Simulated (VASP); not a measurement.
Input of a VASP 6.6.1 run:

Contents of INCAR:

```
ALGO = Fast
EDIFF = 1E-7
ENCUT = 520
GGA = PE
ISIF = 2
ISMEAR = 0
LASPH = T
LCHARG = T
LELF = T
LREAL = F
LVHAR = T
LWAVE = F
NBANDS = 12
NELM = 100
PREC = Accurate
SIGMA = 0.15
```

File KPOINTS:

```
k-points
0
Gamma
  24 24 24
```

Contents of POSCAR:

```
Zn
1.0
   -1.2080140629      1.5904741138      1.5904741138
    1.5904741138     -1.2080140629      1.5904741138
    1.5904741138      1.5904741138     -1.2080140629
Zn
1
Direct
    0.0000000000      0.0000000000      0.0000000000
```

Potentials or basis: VASP PAW PBE potentials, release 64 (Zn).

Run with:

```console
$ cat potpaw_PBE.64/Zn/POTCAR > POTCAR
$ mpirun -np 1 vasp_std > vasp.out
```

What does it give for the band gap on the k mesh?

None (metal or under the smearing width).

Predict the pressure.

6.3 GPa.

Stress tensor (GPa, compression positive):
```
 6.31 -3.16 -3.16
-3.16  6.31 -3.16
-3.16 -3.16  6.31
```
